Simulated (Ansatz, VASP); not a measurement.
## Two plane-wave programs on BaTiO3

```
Ba Ti O
1.0
     3.99980   -0.08000    0.00000
    -0.08000    3.99980    0.00000
     0.00000    0.00000    4.01800
Ba Ti O
1 1 3
Direct
  0.00000 0.00000 0.00000
  0.50000 0.50000 0.49000
  0.00000 0.50000 0.51700
  0.50000 0.00000 0.51700
  0.50000 0.50000 0.01900
```

Alike in both runs: task single point; functional PBE; k mesh 5 × 5 × 5; occupations fermi-dirac, width 0.05 eV; no spin polarisation.

|  | VASP | Ansatz |
| --- | --- | --- |
| version | VASP 6.6.1 | Ansatz 0.2.0 |
| potentials or method | VASP PAW PBE potentials, release 64 (Ba_sv, Ti_sv, O) | Ansatz PAW |
| plane-wave cutoff (eV) | 520 | 420 |
| valence electrons in the cell | 40 | 40 |

VASP gave:

- gap on the k mesh at the Fermi level (eV): 1.89
- least direct gap on the mesh (eV): 1.90
- pressure (GPa): 4.4
- largest component of the traceless stress (GPa): 5.04
- rms of the force components (eV/Å): 0.092

**Question.** Which values does Ansatz return?

**Answer.** gap on the k mesh at the Fermi level (eV): 1.93; least direct gap on the mesh (eV): 1.93; pressure (GPa): 2.6; largest component of the traceless stress (GPa): 4.89; rms of the force components (eV/Å): 0.099.

Atom by atom the forces differ by 0.016 eV/Å (rms over components).

Caveats: spin-orbit coupling is left out, which moves the levels of the heavy elements; an odd mesh through Γ misses points on the zone boundary, where band edges often lie (VASP); odd divisions of the mesh miss points on the zone boundary, where band edges often lie, so the gap on the mesh can be too wide (Ansatz); the pressure holds a Pulay correction of +0.5 GPa for the finite cutoff (Ansatz). A hybrid or GW would open this gap; PBE tends to underestimate it.
